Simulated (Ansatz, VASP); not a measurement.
# One calculation of ZnS (Wurtzite-2H), two programs

File INCAR:

```
PREC = Accurate ; ENCUT = 520
EDIFF = 1E-6 ; ISMEAR = 0
SIGMA = 0.024 ; LREAL = False
LASPH = True ; NELM = 80
ALGO = Normal ; ISIF = 2
LWAVE = False ; LCHARG = False
GGA = PE
```

File KPOINTS:

```
regular mesh
0
Gamma
  8 8 5
```

POSCAR

```
ZnS
1.0
    3.8110000000      0.0000000000      0.0000000000
   -1.9055000000      3.3004228138      0.0000000000
    0.0000000000      0.0000000000      6.2340000000
Zn S
2 2
Direct
    0.6666666667      0.3333333333      0.5000000000
    0.3333333333      0.6666666667      0.0000000000
    0.6666666667      0.3333333333      0.8850000000
    0.3333333333      0.6666666667      0.3850000000
```

The input input.yaml:

```yaml
crystal:
  lattice:
    - [3.811, 0.0, 0.0]
    - [-1.9055, 3.3004228138, 0.0]
    - [0.0, 0.0, 6.234]
  atoms:
    - { symbol: Zn, position: [0.6666666667, 0.3333333333, 0.5] }
    - { symbol: Zn, position: [0.3333333333, 0.6666666667, 0.0] }
    - { symbol: S, position: [0.6666666667, 0.3333333333, 0.885] }
    - { symbol: S, position: [0.3333333333, 0.6666666667, 0.385] }
hamiltonian:
  xc: pbe
  pseudopotentials: { kind: paw }
kpoints:
  mp_grid: { grid: [8, 8, 5] }
scf:
  occupations: { method: gaussian, width: 0.024 }
output:
  forces: true
  stress: true
  eigenvalues: true
```

Alike in both runs: task single point; functional PBE; k mesh 8 × 8 × 5; occupations gaussian, width 0.024 eV; no spin polarisation.

```csv
,VASP,Ansatz
version,VASP 6.6.1,Ansatz 0.2.0
potentials or method,"VASP PAW PBE potentials, release 64 (Zn, S)",Ansatz PAW
plane-wave cutoff (eV),520,420
valence electrons in the cell,36,36
```

Ansatz gave:

```
gap on the k mesh at the Fermi level (eV)       : 2.25
least direct gap on the mesh (eV)               : 2.25
pressure (GPa)                                  : 2.3
largest component of the traceless stress (GPa) : 1.35
rms of the force components (eV/Å)              : 0.184
```

What did VASP give for the same quantities?

gap on the k mesh at the Fermi level (eV): 2.25; least direct gap on the mesh (eV): 2.25; pressure (GPa): 2.5; largest component of the traceless stress (GPa): 1.37; rms of the force components (eV/Å): 0.186.

Atom by atom the forces differ by 0.002 eV/Å (rms over components).

Caveats: odd divisions of the mesh miss points on the zone boundary, where band edges often lie, so the gap on the mesh can be too wide (Ansatz). As with any semilocal functional, this PBE gap is likely too small.
